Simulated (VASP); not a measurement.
Write the native input for VASP 6.6.1 that does the following.

```
Task                   : single point
Functional             : PBE
Dispersion             : D3(BJ)
Potentials or basis    : VASP PAW PBE potentials, release 64 (F)
Cutoff                 : 520 eV
k mesh                 : 8 × 8 × 4
Occupations            : gaussian, width 0.05 eV
Spin                   : no spin polarisation
Dipole correction      : no
Further INCAR settings : ALGO = Normal; EDIFF = 1e-07; NBANDS = 22
```

The structure of F lies in POSCAR:

```
F
1.0
    2.7735902046     -1.7628796394      0.2927051127
    2.7735902046      1.7628796394      0.2927051127
   -0.8227725226      0.0000000000      6.6402307669
F
4
Direct
    0.9138648456      0.5855481450      0.0939279973
    0.4144518550      0.0861351544      0.4060720027
    0.0861351544      0.4144518550      0.9060720027
    0.5855481450      0.9138648456      0.5939279973
```

The cell isn't the ideal one: shift of F1 along [0 0 1], its symmetry partners moved alike: +0.000 Å in the relaxed cell; volume per atom at fixed shape 16.4460.

These files were run (other wordings do the same):

INCAR

```
ALGO = Normal
EDIFF = 1E-7
ENCUT = 520
GGA = PE
ISIF = 2
ISMEAR = 0
IVDW = 12
LASPH = True
LCHARG = True
LELF = True
LREAL = False
LVHAR = True
LWAVE = False
NBANDS = 22
NELM = 100
PREC = Accurate
SIGMA = 0.05
```

KPOINTS

```
k-points
0
Gamma
  8 8 4
```

Potentials or basis: VASP PAW PBE potentials, release 64 (F).

Run with:

```console
$ cat potpaw_PBE.64/F/POTCAR > POTCAR
$ mpirun -np 1 vasp_std > vasp.out
```

Results of the run:

```
Pressure                   : 2.5 GPa
Largest force              : 1.229 eV/Å
Band gap on the k mesh     : 3.19 eV, direct
Dispersion energy per atom : -0.028 eV
```

Caveat: forces of over 1 eV/Å show positions far from the minimum, so gaps and moduli don't describe the material at rest.

It took 76 s on 1 thread of Intel(R) Xeon(R) Platinum 8488C (Sapphire Rapids), with other jobs on the host, peak memory 0.23 GiB.
